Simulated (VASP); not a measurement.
**From an Ansatz input to VASP: La2O3 (strained database structure)**

Ansatz input

```yaml
crystal:
  lattice:
    - [4.0925056063, 0.0, 0.0]
    - [-2.0462528032, 3.5442138202, 0.0]
    - [0.0, 0.0, 5.8045964637]
  atoms:
    - { symbol: La, position: [0.6666666667, 0.3333333333, 0.7563856558] }
    - { symbol: La, position: [0.3333333333, 0.6666666667, 0.2436143442] }
    - { symbol: O, position: [0.6666666667, 0.3333333333, 0.3466156897] }
    - { symbol: O, position: [0.3333333333, 0.6666666667, 0.6533843103] }
    - { symbol: O, position: [0.0, 0.0, 0.0] }
kpoints:
  mp_grid: { grid: [12, 12, 4] }
  band_path:
    path:
      - [0.0, 0.0, 0.0]
      - [0.5, 0.0, 0.0]
      - [0.3333333333, 0.3333333333, 0.0]
      - [0.0, 0.0, 0.5]
      - [0.5, 0.0, 0.5]
      - [0.3333333333, 0.3333333333, 0.5]
      - [0.0, 0.5, 0.5]
    npoints: 1
hamiltonian:
  xc: pbe
scf:
  occupations: { method: fermi_dirac, width: 0.02 }
  n_extra_bands: 5
output:
  forces: true
  stress: true
  eigenvalues: true
  write_density: true
  write_potential: true
  elf: true
  volumetric_format: npy
```

Question: Translate this input to VASP.

Answer: 

INCAR

```
NSW = 0
SIGMA = 0.02
LWAVE = .FALSE.
PREC = Accurate
ISIF = 2
NBANDS = 28
LREAL = .FALSE.
IBRION = -1
NELM = 120
LASPH = .TRUE.
ENCUT = 520
ISMEAR = -1
LCHARG = .FALSE.
GGA = PE
EDIFF = 1E-7
```

KPOINTS

```
KPOINTS created by Atomic Simulation Environment
0
Gamma
12 12 4
0 0 0
```

KPOINTS_OPT

```
special points
7
Reciprocal
0.0000000000 0.0000000000 0.0000000000 1
0.5000000000 0.0000000000 0.0000000000 1
0.3333333333 0.3333333333 0.0000000000 1
0.0000000000 0.0000000000 0.5000000000 1
0.5000000000 0.0000000000 0.5000000000 1
0.3333333333 0.3333333333 0.5000000000 1
0.0000000000 0.5000000000 0.5000000000 1
```

POSCAR

```
La O
 1.0000000000000000
     4.0925056063080616    0.0000000000288676    0.0000000000000000
    -2.0462528031790308    3.5442138201785842    0.0000000000000000
     0.0000000000000000    0.0000000000000000    5.8045964637000003
 La  O
   2   3
Cartesian
  2.0462528031456970  1.1814046067454400  4.3905135027140236
 -0.0000000000166667  2.3628092134620124  1.4140829609859762
  2.0462528031456970  1.1814046067454400  2.0119642069146111
 -0.0000000000166667  2.3628092134620124  3.7926322567853896
 -0.0000000000000000  0.0000000000000000 -0.0000000000000000
```

VASP ran with the recommended PBE PAW datasets (40 valence electrons in the cell). Other inputs would serve too.

|  | Ansatz | VASP |
| --- | --- | --- |
| gap between bands v and c | 3.47 eV | 3.48 eV |
| least direct gap | 3.91 eV | 3.92 eV |
| pressure | -3.6 GPa | -3.8 GPa |
| largest force | 0.05 eV/Å | 0.06 eV/Å |

The two codes use different PAW datasets and cutoffs. VASP's cell holds 40 valence electrons and Ansatz's 40. Ansatz's stress includes a Pulay correction; VASP's doesn't.
